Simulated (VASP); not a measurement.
# CO2 (P4_2/mnm) in VASP: reference runs

Reference runs on CO2: the cell as given and a disturbed copy.

Program: VASP 6.6.1. These are calculated values, not measurements. Logs are shortened: lines on timing, memory, paths and dates and some standing lists are left out, and cuts for length are marked.

**1. The crystal as given**

It takes space group P4_2/mnm (No. 136, tetragonal). Conventional cell: a = 4.227 Å, b = 4.227 Å, c = 4.688 Å, α = 90.00°, β = 90.00°, γ = 90.00°. Around O (site symmetry m2m) lie 1 C at 1.17 Å. C (site symmetry mmm) has 2 O at 1.17 Å as nearest neighbours.

The cell comes from a database or a generator and needn't be the stable form of this composition.

**2. Single point, PBE**

The input, INCAR:

```
PREC = Accurate ; ENCUT = 520
EDIFF = 1E-7 ; ISMEAR = -1
SIGMA = 0.05 ; LREAL = F
LASPH = T ; NELM = 60
ALGO = Normal ; ISIF = 2
LWAVE = F ; LCHARG = F
GGA = PE ; NBANDS = 25
```

The input, KPOINTS:

```
regular mesh
0
Gamma
  6 6 6
```

The input, POSCAR:

```
CO2
1.0
    4.2272127900      0.0000000000      0.0000000000
    0.0000000000      4.2272127900      0.0000000000
    0.0000000000      0.0000000000      4.6877715900
O C
4 2
Direct
    0.8048268600      0.8048268600      0.0000000000
    0.1951731400      0.1951731400      0.0000000000
    0.6951731400      0.3048268600      0.5000000000
    0.3048268600      0.6951731400      0.5000000000
    0.0000000000      0.0000000000      0.0000000000
    0.5000000000      0.5000000000      0.5000000000
```

Potentials or basis: VASP PAW PBE potentials, release 64 (O, C).

Started as:

```sh
$ cat potpaw_PBE.64/O/POTCAR potpaw_PBE.64/C/POTCAR > POTCAR
$ mpirun -np 1 vasp_std > vasp.out
```

OUTCAR:

```text
PREC = Accurate
   ENCUT = 520
   EDIFF = 1E-7
   ISMEAR = -1
   LREAL = F
   LASPH = T
   NELM = 60
   ISIF = 2
   GGA = PE

 ion  position               nearest neighbor table
   1  0.805  0.805  0.000-   5 1.17
   2  0.195  0.195  0.000-   5 1.17
   3  0.695  0.305  0.500-   6 1.17
   4  0.305  0.695  0.500-   6 1.17
   5  0.000  0.000  0.000-   1 1.17   2 1.17
   6  0.500  0.500  0.500-   3 1.17   4 1.17

  LATTYP: Found a simple tetragonal cell.
 ALAT       =     4.2272127900
 C/A-ratio  =     1.1089509383

  Lattice vectors:

 A1 = (   4.2272127900,   0.0000000000,   0.0000000000)
 A2 = (   0.0000000000,   4.2272127900,   0.0000000000)
 A3 = (   0.0000000000,   0.0000000000,   4.6877715900)

Analysis of symmetry for initial positions (statically):
=====================================================================
 Subroutine PRICEL returns:
 Original cell was already a primitive cell.

 Routine SETGRP: Setting up the symmetry group for a
 simple tetragonal supercell.

 Subroutine GETGRP returns: Found 16 space group operations
 (whereof  8 operations were pure point group operations)
 out of a pool of 16 trial point group operations.

The static configuration has the point symmetry D_2h.
 The point group associated with its full space group is D_4h.

Analysis of symmetry for dynamics (positions and initial velocities):
=====================================================================
 Subroutine PRICEL returns:
 Original cell was already a primitive cell.

 Routine SETGRP: Setting up the symmetry group for a
 simple tetragonal supercell.

 Subroutine GETGRP returns: Found 16 space group operations
 (whereof  8 operations were pure point group operations)
 out of a pool of 16 trial point group operations.

The dynamic configuration has the point symmetry D_2h.
 The point group associated with its full space group is D_4h.

 Subroutine INISYM returns: Found 16 space group operations
 (whereof  8 operations are pure point group operations),
 and found     1 'primitive' translations

[... 112 lines left out ...]
   LNONCOLLINEAR =      F non collinear calculations
   LSORBIT =      F    spin-orbit coupling
   LASPH  =      T    aspherical Exc in radial PAW
   ENCUT  =  520.0 eV  38.22 Ry    6.18 a.u.   7.86  7.86  8.72*2*pi/ulx,y,z
   NELM   =     60;   NELMIN=  2; NELMDL= -5     # of ELM steps
   EDIFF  = 0.1E-06   stopping-criterion for ELM
   LREAL  =      F    real-space projection
   EDIFFG = 0.1E-05   stopping-criterion for IOM
   NSW    =      0    number of steps for IOM
   IBRION =     -1    ionic relax: 0-MD 1-quasi-New 2-CG
   NFREE  =      0    steps in history (QN), initial steepest desc. (CG)
   ISIF   =      2    stress and relaxation
   ISYM   =      2    0-nonsym 1-usesym 2-fastsym
   POTIM  = 0.5000    time-step for ionic-motion
   TEBEG  =    0.0;   TEEND  =   0.0 temperature during run
   PSTRESS=    0.0 pullay stress
   NELECT =      32.0000    total number of electrons
   NUPDOWN=      -1.0000    fix difference up-down
   EMIN   =  10.00;   EMAX   =-10.00  energy-range for DOS
   EFERMI =   0.00;   METHOD = LEGACY
   ISMEAR =    -1;   SIGMA  =   0.05  broadening in eV -4-tet -1-fermi 0-gaus
   EFERMI_NEDOS =   21; number of points for ismear=-14 and -15
   IALGO  =     38    algorithm
   IMIX   =      4    mixing-type and parameters
     AMIX     =   0.40;   BMIX     =  1.00
     AMIX_MAG =   1.60;   BMIX_MAG =  1.00
  volume/ion in A,a.u.               =      13.96        94.21
  Fermi-wavevector in a.u.,A,eV,Ry     =   1.187864  2.244737 19.198094  1.411020
  Thomas-Fermi vector in A             =   2.324006
   LORBIT       =      0    0 simple, 1 ext, 2 COOP (PROOUT), +10 PAW based schemes
   GGA     = PE    functional components
   LHFCALC =     F    Hartree Fock is set to
   AEXX    =    0.0000 exact exchange contribution
   IVDW    =     0    specifies the selected vdW correction
   LEPSILON=     F    determine dielectric tensor
   LRPA    =     F    only Hartree local field effects (RPA)
 non-spin polarized calculation
  energy-cutoff  :      520.00
  volume of cell :       83.77
 maximum number of plane-waves:      2288
 NGX is ok and might be reduce to    32
   NGX = 15   NGY = 15   NGZ = 17

 number of electron      32.0000023 magnetization

 Free energy of the ion-electron system (eV)
  ---------------------------------------------------
  ext. energy  EPLUGINS =         0.00000000
  ---------------------------------------------------
  free energy    TOTEN  =       -45.97037076 eV

  energy without entropy =      -45.97037076  energy(sigma->0) =      -45.97037076

 E-fermi :  -2.0079     XC(G=0):  -8.1147

 val. band max:       -3.1213462525   @ k =   0.5000   0.5000   0.5000
 cond. band min:       3.4471487093   @ k =   0.0000   0.0000   0.0000
 fundamental gap:      6.5684949618
 Fermi energy:        -2.0079436306

 k-point     1 :       0.0000    0.0000    0.0000
  band No.  band energies     occupation
      1     -23.9842      2.00000
      2     -23.6873      2.00000
      3     -22.7589      2.00000
      4     -22.7589      2.00000
      5      -8.7082      2.00000
      6      -8.3486      2.00000
[... 1109 lines left out ...]
     24      10.3625      0.00000
     25      10.3894      0.00000

------------------------ aborting loop because EDIFF is reached ----------------------------------------

  FORCE on cell =-STRESS in cart. coord.  units (eV):
  Direction    XX          YY          ZZ          XY          YZ          ZX
  --------------------------------------------------------------------------------------
  -------------------------------------------------------------------------------------
  Total        2.7473747      2.7473747      0.9009042      0.0000000      0.0000000      0.0000000
  in kB       52.5477132     52.5477132     17.2311605      0.0000000      0.0000000      0.0000000
  external PRESSURE =      40.7755290 kB  Pullay stress =       0.0000000 kB

 VOLUME and BASIS-vectors are now :
 -----------------------------------------------------------------------------
  energy-cutoff  :      520.00
  volume of cell :       83.77
      direct lattice vectors                 reciprocal lattice vectors
     4.227212790  0.000000000  0.000000000     0.236562494  0.000000000  0.000000000
     0.000000000  4.227212790  0.000000000     0.000000000  0.236562494  0.000000000
     0.000000000  0.000000000  4.687771590     0.000000000  0.000000000  0.213320974

 POSITION                                       TOTAL-FORCE (eV/Angst)
 -----------------------------------------------------------------------------------
      3.40217      3.40217      0.00000        -0.551893     -0.551893      0.000000
      0.82504      0.82504      0.00000         0.551893      0.551893     -0.000000
      2.93864      1.28857      2.34389         0.551893     -0.551893      0.000000
      1.28857      2.93864      2.34389        -0.551893      0.551893     -0.000000
      0.00000      0.00000      0.00000         0.000000      0.000000     -0.000000
      2.11361      2.11361      2.34389         0.000000      0.000000     -0.000000
 -----------------------------------------------------------------------------------
    total drift:                                0.000000      0.000000     -0.000000

  FREE ENERGIE OF THE ION-ELECTRON SYSTEM (eV)
  ---------------------------------------------------
  free  energy   TOTEN  =       -45.9703707641 eV

  energy  without entropy=      -45.9703707641  energy(sigma->0) =      -45.97037076
```

OSZICAR:

```text
N       E                     dE             d eps       ncg     rms          rms(c)
DAV:   1     0.168912486513E+03    0.16891E+03   -0.16799E+04  2000   0.117E+03
DAV:   2    -0.385555072969E+02   -0.20747E+03   -0.19886E+03  2791   0.276E+02
DAV:   3    -0.491062519076E+02   -0.10551E+02   -0.10491E+02  2383   0.634E+01
DAV:   4    -0.491950001349E+02   -0.88748E-01   -0.88690E-01  2550   0.673E+00
DAV:   5    -0.491960774436E+02   -0.10773E-02   -0.10772E-02  2484   0.719E-01    0.135E+01
DAV:   6    -0.462238915158E+02    0.29722E+01   -0.75173E+00  2486   0.197E+01    0.622E+00
DAV:   7    -0.460277662291E+02    0.19613E+00   -0.41266E-01  2381   0.459E+00    0.344E+00
DAV:   8    -0.459755866336E+02    0.52180E-01   -0.28001E-01  2548   0.329E+00    0.781E-01
DAV:   9    -0.459698125285E+02    0.57741E-02   -0.19792E-02  2414   0.102E+00    0.332E-01
DAV:  10    -0.459702085942E+02   -0.39607E-03   -0.43155E-03  2487   0.436E-01    0.533E-02
DAV:  11    -0.459703440785E+02   -0.13548E-03   -0.93117E-05  2279   0.730E-02    0.198E-02
DAV:  12    -0.459703701438E+02   -0.26065E-04   -0.19611E-05  2540   0.327E-02    0.314E-03
DAV:  13    -0.459703708933E+02   -0.74951E-06   -0.10280E-06  2367   0.725E-03    0.140E-03
DAV:  14    -0.459703707686E+02    0.12473E-06   -0.97213E-08  1936   0.255E-03    0.299E-04
DAV:  15    -0.459703707641E+02    0.44415E-08   -0.38154E-08  1678   0.128E-03
   1 F= -.45970371E+02 E0= -.45970371E+02  d E =-.463885E-10
```

stdout:

```text
POSCAR found type information on POSCAR O C
 POSCAR found :  2 types and       6 ions
 scaLAPACK will be used
 LDA part: xc-table for (Slater+PW92), standard interpolation
 POSCAR, INCAR and KPOINTS ok, starting setup
 FFT: planning ... GRIDC
 FFT: planning ... GRID_SOFT
 FFT: planning ... GRID
 WAVECAR not read
 entering main loop
```

Run time: 61 s. Hardware: 1 thread of Intel Xeon Platinum 8488C (Sapphire Rapids), shared host; peak memory 0.2 GiB.

Results:

- Free energy: -45.9704 eV
- Pressure: 4.1 GPa
- Largest force: 0.780 eV/Å
- Band gap on the k mesh: 6.57 eV, indirect (least direct gap 7.04 eV)

Forces on the atoms (eV/Å):
```
O   -0.552 -0.552  0.000
O    0.552  0.552  0.000
O    0.552 -0.552  0.000
O   -0.552  0.552  0.000
C    0.000  0.000  0.000
C    0.000  0.000  0.000
```

Levels at points of the mesh, in eV from the valence-band top:
```
           k point  band 13  band 14  band 15  band 16  band 17  band 18  band 19  band 20
(0.00, 0.00, 0.00)    -1.39    -0.55    -0.47    -0.47     6.57     7.47     7.92     7.92
(0.50, 0.00, 0.00)    -0.53    -0.53    -0.48    -0.48     8.10     8.10     8.19     8.19
(0.50, 0.50, 0.00)    -0.66    -0.66     0.00     0.00     8.23     8.23     8.33     8.33
(0.00, 0.00, 0.50)    -0.98    -0.98    -0.47    -0.47     7.88     7.88     8.05     8.05
(0.50, 0.00, 0.50)    -0.89    -0.89    -0.26    -0.26     7.95     7.95     8.46     8.46
(0.50, 0.50, 0.50)    -0.51    -0.51     0.00     0.00     7.68     7.68     8.33     8.33
```

Caveat: the standard files for N, O and F lose accuracy on very short bonds.

**3. Single point, PBE (atoms moved at random, drawn with an rms of 0.05 Å)**

The input, INCAR:

```
ALGO = Normal
EDIFF = 1E-7
ENCUT = 520
GGA = PE
ISIF = 2
ISMEAR = -1
LASPH = True
LCHARG = False
LREAL = False
LWAVE = False
NBANDS = 25
NELM = 60
PREC = Accurate
SIGMA = 0.05
```

The input, KPOINTS:

```
k-points
0
Gamma
  6 6 6
```

The input, POSCAR:

```
CO2
1.0
    4.2272127900      0.0000000000      0.0000000000
    0.0000000000      4.2272127900      0.0000000000
    0.0000000000      0.0000000000      4.6877715900
O C
4 2
Direct
    0.8127330000      0.8042920000      0.0015610000
    0.1913050000      0.2083860000     -0.0052660000
    0.6816100000      0.3016580000      0.4984150000
    0.2990520000      0.7032030000      0.5110400000
   -0.0002130000      0.0021290000     -0.0035410000
    0.5003520000      0.5011820000      0.5022010000
```

Potentials or basis: VASP PAW PBE potentials, release 64 (O, C).

Started as:

```sh
$ cat potpaw_PBE.64/O/POTCAR potpaw_PBE.64/C/POTCAR > POTCAR
$ mpirun -np 1 vasp_std > vasp.out
```

OUTCAR:

```text
EDIFF = 1E-7
   ENCUT = 520
   GGA = PE
   ISIF = 2
   ISMEAR = -1
   LASPH = True
   LREAL = False
   NELM = 60
   PREC = Accurate

 ion  position               nearest neighbor table
   1  0.813  0.804  0.002-   5 1.15
   2  0.191  0.208  0.995-   5 1.19
   3  0.682  0.302  0.498-   6 1.14
   4  0.299  0.703  0.511-   6 1.21
   5  1.000  0.002  0.996-   1 1.15   2 1.19
   6  0.500  0.501  0.502-   3 1.14   4 1.21

  LATTYP: Found a simple tetragonal cell.
 ALAT       =     4.2272127900
 C/A-ratio  =     1.1089509383

  Lattice vectors:

 A1 = (   4.2272127900,   0.0000000000,   0.0000000000)
 A2 = (   0.0000000000,   4.2272127900,   0.0000000000)
 A3 = (   0.0000000000,   0.0000000000,   4.6877715900)

Analysis of symmetry for initial positions (statically):
=====================================================================
 Subroutine PRICEL returns:
 Original cell was already a primitive cell.

 Routine SETGRP: Setting up the symmetry group for a
[... 197 lines left out ...]
  ---------------------------------------------------
  free energy    TOTEN  =       -45.83684300 eV

  energy without entropy =      -45.83684300  energy(sigma->0) =      -45.83684300

 E-fermi :  -1.9478     XC(G=0):  -8.1230

 val. band max:       -3.0557519674   @ k =   0.5000   0.5000   0.5000
 cond. band min:       3.3740616192   @ k =   0.0000   0.0000   0.0000
 fundamental gap:      6.4298135866
 Fermi energy:        -1.9478296913

 k-point     1 :       0.0000    0.0000    0.0000
  band No.  band energies     occupation
      1     -24.1363      2.00000
      2     -23.8385      2.00000
      3     -22.5882      2.00000
      4     -22.3786      2.00000
      5      -8.7398      2.00000
      6      -8.3767      2.00000
[... 1109 lines left out ...]
     24      11.3000      0.00000
     25      11.6789      0.00000

 [... further k-points ...]
[... 5 lines left out ...]
  --------------------------------------------------------------------------------------
  -------------------------------------------------------------------------------------
  Total        1.7525490      2.2530751      0.9298634      0.0673147     -0.0596416     -0.0082994
  in kB       33.5201600     43.0934820     17.7850486      1.2874952     -1.1407357     -0.1587377
  external PRESSURE =      31.4662302 kB  Pullay stress =       0.0000000 kB

 VOLUME and BASIS-vectors are now :
 -----------------------------------------------------------------------------
  energy-cutoff  :      520.00
  volume of cell :       83.77
      direct lattice vectors                 reciprocal lattice vectors
     4.227212790  0.000000000  0.000000000     0.236562494  0.000000000  0.000000000
     0.000000000  4.227212790  0.000000000     0.000000000  0.236562494  0.000000000
     0.000000000  0.000000000  4.687771590     0.000000000  0.000000000  0.213320974

 POSITION                                       TOTAL-FORCE (eV/Angst)
 -----------------------------------------------------------------------------------
      3.43560      3.39991      0.00732        -1.583100     -1.633938      0.005772
      0.80869      0.88089      4.66309        -0.820045     -0.962809     -0.006337
      2.88131      1.27517      2.33646         2.495503     -2.435043     -0.125728
      1.26416      2.97259      2.39564         1.859945     -1.647525     -0.200016
      4.22631      0.00900      4.67117         2.408559      2.578456      0.054274
      2.11509      2.11860      2.35420        -4.360862      4.100858      0.272034
 -----------------------------------------------------------------------------------
    total drift:                                0.000538      0.000782      0.000195

  FREE ENERGIE OF THE ION-ELECTRON SYSTEM (eV)
  ---------------------------------------------------
  free  energy   TOTEN  =       -45.8368429965 eV

  energy  without entropy=      -45.8368429965  energy(sigma->0) =      -45.83684300
```

Run time: 2.7 min. Hardware: 1 thread of Intel Xeon Platinum 8488C (Sapphire Rapids), shared host; peak memory 0.29 GiB.

What came out:

| Quantity | Value |
| --- | --- |
| Free energy | -45.8368 eV |
| Pressure | 3.1 GPa |
| Largest force | 5.992 eV/Å |
| Band gap on the k mesh | 6.43 eV, indirect (least direct gap 6.90 eV) |

Forces in eV/Å, atoms in the order of the input:
```
O   -1.583 -1.634  0.006
O   -0.820 -0.963 -0.006
O    2.496 -2.435 -0.126
O    1.860 -1.648 -0.200
C    2.409  2.578  0.054
C   -4.361  4.101  0.272
```

Levels at points of the mesh, in eV from the valence-band top:
```
           k point  band 14  band 15  band 16  band 17  band 18  band 19
(0.00, 0.00, 0.00)    -0.56    -0.50    -0.47     6.43     7.35     7.77
(0.50, 0.00, 0.00)    -0.58    -0.55    -0.40     7.94     8.02     8.07
(0.00, 0.50, 0.00)    -0.52    -0.49    -0.45     7.78     7.92     8.05
(0.50, 0.50, 0.00)    -0.66    -0.04    -0.02     8.06     8.11     8.14
(0.00, 0.00, 0.50)    -0.97    -0.50    -0.48     7.60     7.75     7.95
(0.50, 0.00, 0.50)    -0.92    -0.32    -0.29     7.78     7.83     8.34
(0.00, 0.50, 0.50)    -0.88    -0.26    -0.25     7.77     7.80     8.25
(0.50, 0.50, 0.50)    -0.52    -0.03     0.00     7.46     7.63     8.17
```

Caveat: the standard files for N, O and F lose accuracy on very short bonds. A k mesh can miss the band edges.
